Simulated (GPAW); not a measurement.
# free-standing triangular V monolayer, spacing 3.216 A: from the magnetic state to anisotropy

Aim: the anisotropy of free-standing triangular V monolayer, spacing 3.216 A from the Kohn–Sham states of one collinear run.

Main program and level: GPAW 26.7.0; LDA; plane waves with GPAW's PAW setups, scalar-relativistic.

## (1) Set-up

The cell holds 1 atom: 1 V. Cell: a = 3.216 Å, b = 3.216 Å, c = 14.000 Å, α = 90.0°, β = 90.0°, γ = 120.0°. model lattice. Vacuum lies along c.

## (2) Self-consistent state

All later steps read the density of this run.

order1.py

```python
import json
import numpy as np
from ase import Atoms
from ase.parallel import paropen, parprint
from gpaw import GPAW

atoms = Atoms(['V'],
    cell=[[3.216, 0.0, 0.0],
         [-1.608, 2.785138, 0.0],
         [0.0, 0.0, 14.0]],
    scaled_positions=[[0.0, 0.0, 0.5]],
    pbc=True,
    magmoms=[1.5])
atoms.calc = GPAW(mode={'name': 'pw', 'ecut': 550},
    xc='LDA',
    kpts={'size': (10, 10, 1), 'gamma': True},
    occupations={'name': 'fermi-dirac', 'width': 0.1},
    convergence={'density': 1e-05, 'energy': 1e-05},
    maxiter=200,
    symmetry={'tolerance': 1e-4},
    txt='order1.txt')
e = atoms.get_potential_energy(force_consistent=True)
res = {'free_energy': e, 'energy_sigma0': atoms.get_potential_energy(), 'fermi_energy': atoms.calc.get_fermi_level()}
res['moments'] = atoms.get_magnetic_moments().tolist()
res['total'] = atoms.get_magnetic_moment()
parprint('site moments (muB):', np.round(res['moments'], 3))
parprint(f"total moment: {res['total']:.3f} muB")
parprint(f'free energy: {e:.6f} eV')
atoms.calc.write('order1.gpw')
with paropen('results.json', 'w') as f:
    json.dump(res, f)
```

Run with:

```sh
> OMP_NUM_THREADS=1 mpirun -n 2 gpaw python order1.py > order1.log
```

What it wrote:

```text
site moments (muB): [2.763]
total moment: 3.762 muB
free energy: -5.743152 eV

--- order1.txt ---
Input parameters:
  mode=PW(ecut=550),
  convergence={'density': 1e-05, 'energy': 1e-05},
  kpts=MonkhorstPack(size=(10, 10, 1), gamma=True),
  maxiter=200,
  occupations=Occupations(name='fermi-dirac', width=0.1),
  symmetry=Symmetry(tolerance=0.0001),
  xc=XC(name='LDA')

Diagonalizing LCAO Hamiltonian
Converting LCAO to pw mode

       V

Atoms  # Å, Bohr magnetons
|   | symbol |        x |        y |        z |    initial magnetic moments |
|---|--------|----------|----------|----------|-----------------------------|
| 0 |      V | 0.000000 | 0.000000 | 7.000000 | ( 0.0000,  0.0000,  1.5000) |

Unit cell  # Å
| periodic |         x |        y |         z |   lengths |     angles |
|----------|-----------|----------|-----------|-----------|------------|
|      yes |  3.216000 | 0.000000 |  0.000000 |  3.216000 |  90.000000 |
|      yes | -1.608000 | 2.785138 |  0.000000 |  3.216000 |  90.000000 |
|      yes |  0.000000 | 0.000000 | 14.000000 | 14.000000 | 119.999997 |

Number of symmetries: 24

BZ-sampling:
  Number of BZ points: 100
  Number of IBZ points: 14

  Monkhorst-Pack size: [10, 10, 1]
  Monkhorst-Pack shift: [0.05, 0.05, 0.0]

Plane wave coefficients: 3690
Cutoff: 550.0 eV

Spin-components: 2 (collinear spins)
Bands:           13
Projectors:      6
Spin-degeneracy: 1
Datatype:        complex128

Parallelization:
  kpt:    2
  domain: 1
  band:   1

Density:
  Valence electrons: 13.0
  Components: 2
  Grid points: [18 18 80]
  Charge: 0.0  # |e|

Potential:
  Grid points: [18 18 80]

[... setups left out ...]
Reference energy: -25767.601835  # eV

eigensolver:
  PPCG
  Converge bands: occupied
  niter=2

density mixing:
  MSR1-Mixer
  Pratt-step length: 0.05
  Maximum mixing coefficient: 0.75
  Old densities: 10
  SVD Regularization: 0.005
  Good broyden scale: 1.0
  Trust region scale: 1.0
  Backstep threshold: 4.0
  History deletion threshold: 6.0
  Fourier metric: weight=20.0, sigma=0.015

occupation numbers:
  Fermi-Dirac:
    width: 0.1000  # eV

poisson solver:
  ecut: 4400.0  # eV

xc functional:
  name: None

convergence criteria:
- Maximum integral of absolute [dens]ity change: 1e-05 electrons / valence electron
- Maximum [total energy] change in last 3 cyles: 1e-05 eV / valence electron
- Maximum integral of absolute [eigenst]ate change: 4e-08 eV^2 / valence electron
maximum number of iterations: 200

SCF iterations
|iter     |      energy | eigst |  dens |  magmom |
|---------|-------------|-------|-------|---------|
|iter:   1|       0s |   -5.388408 | +0.22 |       |  +1.5048|
|iter:   2|       1s |   -5.360696 | -1.34 | -0.82 |  +1.5580|
|iter:   3|       2s |   -5.657572 | -1.61 | -0.84 |  +2.6715|
|iter:   4|       3s |   -5.752332 | -1.06 | -0.99 |  +3.4394|
|iter:   5|       4s |   -5.678606 | -1.62 | -1.18 |  +3.4698|
|iter:   6|       5s |   -5.683877 | -2.72 | -1.63 |  +3.6507|
|iter:   7|       6s |   -5.685554 | -3.71 | -2.20 |  +3.7068|
|iter:   8|       7s |   -5.686192 | -4.06 | -2.54 |  +3.7680|
|iter:   9|       9s |   -5.686198 | -5.23 | -3.13 |  +3.7642|
|iter:  10|      10s |   -5.686181c| -5.80 | -3.54 |  +3.7618|
|iter:  11|      11s |   -5.686179c| -6.47 | -4.21 |  +3.7621|
|iter:  12|      12s |   -5.686178c| -6.97 | -4.70 |  +3.7620|
|iter:  13|      13s |   -5.686177c| -7.42c| -5.64c|  +3.7620|

Converged in 13 steps
Energy contributions relative to reference atoms: (reference = -25767.601835)

Energy contributions:
  Kinetic:          -5.887313
  Coulomb:           6.617108
  Zero:              0.052503
  External:          0.000000
  Xc:               -6.411502
  Entropy:          -0.113948
  Spinorbit:         0.000000
  ----------------------------
  Free energy:      -5.743152
  Extrapolated:     -5.686177

dipole moment: (-3.813980, -6.606008, -0.000000)  # |e|*Ang

Total magnetic moment: (0.000000, 0.000000, 3.761950)

Local magnetic moments
|        x |        y |        z |
|----------|----------|----------|
| 0.000000 | 0.000000 | 2.763002 |  # V    0

Fermi level: -2.689
Eigenvalues  # (at kpt = [0.000, 0.000, 0.000])
| band index |      eig [eV] | occ [0-1] |      eig [eV] | occ [0-1] |
|------------|---------------|-----------|---------------|-----------|
|          0 |       -67.093 |     1.000 |       -64.385 |     1.000 |
|          1 |       -41.268 |     1.000 |       -38.629 |     1.000 |
|          2 |       -41.249 |     1.000 |       -38.629 |     1.000 |
|          3 |       -41.249 |     1.000 |       -38.493 |     1.000 |
|          4 |        -6.907 |     1.000 |        -5.382 |     1.000 |
|          5 |        -3.498 |     1.000 |        -1.318 |     0.000 |
|          6 |        -3.206 |     0.994 |        -1.246 |     0.000 |
|          7 |        -3.206 |     0.994 |        -0.826 |     0.000 |
|          8 |        -2.353 |     0.033 |        -0.826 |     0.000 |
|          9 |        -2.353 |     0.033 |         0.185 |     0.000 |
|         10 |        -2.334 |     0.028 |         0.185 |     0.000 |
|         11 |         1.196 |     0.000 |         1.490 |     0.000 |
|         12 |         2.279 |     0.000 |         2.531 |     0.000 |

No gap
No difference between direct/indirect transitions
```

The job ended after 17 s (2 MPI ranks of Arm Neoverse V1, shared host; peak memory 0.43 GiB).

This step gave:

* magnetization: 3.762 μB
* final state: ferromagnetic
* largest moment: 2.763 μB

After 13 cycles the largest moment stands at 2.76 μB.

## (3) Non-self-consistent run

The steps that follow sum over empty states, which the ground-state run does not converge; 15 states a spin are converged here at the frozen density and written with their wave functions.

It starts from the saved density of the lowest of the states tried.

nscf.py

```python
from gpaw import GPAW

calc = GPAW('order1.gpw').fixed_density(
    kpts={'size': (10, 10, 1), 'gamma': True},
    nbands=19,
    convergence={'bands': 15, 'eigenstates': 1e-9},
    eigensolver='ppcg',
    parallel={'domain': 1},
    txt='nscf.txt')
calc.write('nscf.gpw', mode='all')
```

Run with:

```sh
> OMP_NUM_THREADS=1 mpirun -n 2 gpaw python nscf.py > nscf.log
```

What it wrote:

```text
Input parameters:
  mode=PW(ecut=550),
  convergence={'bands': 15, 'eigenstates': 1e-09},
  eigensolver=PPCG(niter=2, min_niter=1, max_buffer_mem=209715200, blocksize=None, rr_modulo=5, include_cg=True, promote_inner_dtype=False, tolerances=None),
  gpts=array([18, 18, 80]),
  kpts=MonkhorstPack(size=(10, 10, 1), gamma=True),
  maxiter=200,
  nbands=19,
  occupations=Occupations(name='fermi-dirac', width=0.1),
  parallel={'domain': 1},
  symmetry=Symmetry(tolerance=0.0001),
  xc=XC(name='LDA')
```

Run time: 19 s. Hardware: 2 MPI ranks; peak memory 0.46 GiB.

## (4) Magnetocrystalline anisotropy

Spin–orbit coupling is added in the basis of the saved states for each direction of the moments. The change in the band energy is the anisotropy energy, with no new self-consistent run.

anisotropy.py

```python
import json
import numpy as np
from ase.parallel import paropen, parprint
from gpaw import GPAW
from gpaw.spinorbit import soc_eigenstates

calc = GPAW('nscf.gpw')
angles = [[0.0, 0.0], [90.0, 0.0], [90.0, 90.0], [15.0, 0.0], [30.0, 0.0], [45.0, 0.0], [60.0, 0.0], [75.0, 0.0]]  # theta, phi in degrees
res = {'rows': []}
for scale in [1.0]:
    e0 = None
    for theta, phi in angles:
        soc = soc_eigenstates(calc, n2=15, scale=scale, theta=theta, phi=phi)
        e = soc.calculate_band_energy()
        e0 = e if e0 is None else e0
        orbital = soc.get_orbital_magnetic_moments()
        res['rows'].append([scale, theta, phi, 1000 * (e - e0), orbital.tolist()])
        parprint(f'scale {scale} theta {theta:6.1f} phi {phi:6.1f}  dE = {1000 * (e - e0):9.4f} meV  |L| =', np.round(np.linalg.norm(orbital, axis=1), 4))
with paropen('results.json', 'w') as f:
    json.dump(res, f)
```

Run with:

```sh
> OMP_NUM_THREADS=1 mpirun -n 2 gpaw python anisotropy.py > anisotropy.log
```

What it wrote:

```text
scale 1.0 theta    0.0 phi    0.0  dE =    0.0000 meV  |L| = [0.0604]
scale 1.0 theta   90.0 phi    0.0  dE =   -0.2303 meV  |L| = [0.0913]
scale 1.0 theta   90.0 phi   90.0  dE =   -0.2303 meV  |L| = [0.0913]
scale 1.0 theta   15.0 phi    0.0  dE =   -0.0154 meV  |L| = [0.063]
scale 1.0 theta   30.0 phi    0.0  dE =   -0.0576 meV  |L| = [0.0695]
scale 1.0 theta   45.0 phi    0.0  dE =   -0.1152 meV  |L| = [0.0774]
scale 1.0 theta   60.0 phi    0.0  dE =   -0.1728 meV  |L| = [0.0846]
scale 1.0 theta   75.0 phi    0.0  dE =   -0.2149 meV  |L| = [0.0895]
```

Wall time 3.1 s (2 MPI ranks); peak memory 0.26 GiB.

Directions, in the order of the table: the normal; the first cell vector; the in-plane normal to it; 0.17 of the way from the normal to the first cell vector; 0.33 of the way from the normal to the first cell vector; 0.50 of the way from the normal to the first cell vector; 0.67 of the way from the normal to the first cell vector; 0.83 of the way from the normal to the first cell vector.

Theta from the Cartesian z axis, phi from x; spin up lies along the direction. Anisotropy, by row:

```
spin-orbit scale  theta (degrees)  phi (degrees)  band energy less the first direction's (meV a cell)  orbital moment of atom 1 along the direction (μB)  sum of orbital moments along the direction (μB a cell)
               1                0              0                                                    0                                           -0.06044                                                -0.06044
               1               90              0                                              -0.2303                                           -0.09127                                                -0.09127
               1               90             90                                              -0.2303                                           -0.09127                                                -0.09127
               1               15              0                                             -0.01544                                           -0.06251                                                -0.06251
               1               30              0                                             -0.05763                                           -0.06816                                                -0.06816
               1               45              0                                              -0.1152                                           -0.07586                                                -0.07586
               1               60              0                                              -0.1728                                           -0.08357                                                -0.08357
               1               75              0                                              -0.2149                                           -0.08921                                                -0.08921
```

## (5) Results

* state: ferromagnetic
* largest site moment: 2.76 μB
* spread of the directions' energies: 0.230 meV a cell
* easiest direction tried: the plane normal to the layer's normal

What this shows: About the ferromagnetic state the directions differ by 0.230 meV a cell, with the plane normal to the layer's normal easiest. The anisotropy comes from the force theorem at a frozen potential; it needs a check on a finer mesh, and shape anisotropy is not in it.

[Logs and program files are shortened in this print: banners, set-up blocks, solver, clock and traceback lines can be left out without a mark of their own.]

[Logs are printed without paths, hosts, clocks, repeated set-up lines and the standing remarks that a program may print on its own settings, such as how far it seeks lower states.]

[Hosts, paths, dates, database ids (printed as entryN), source tags and the programs' standing remarks are cut or masked in the printed files.]

[Where a cell is said to come from a database of computed structures, the database is the Materials Project.]
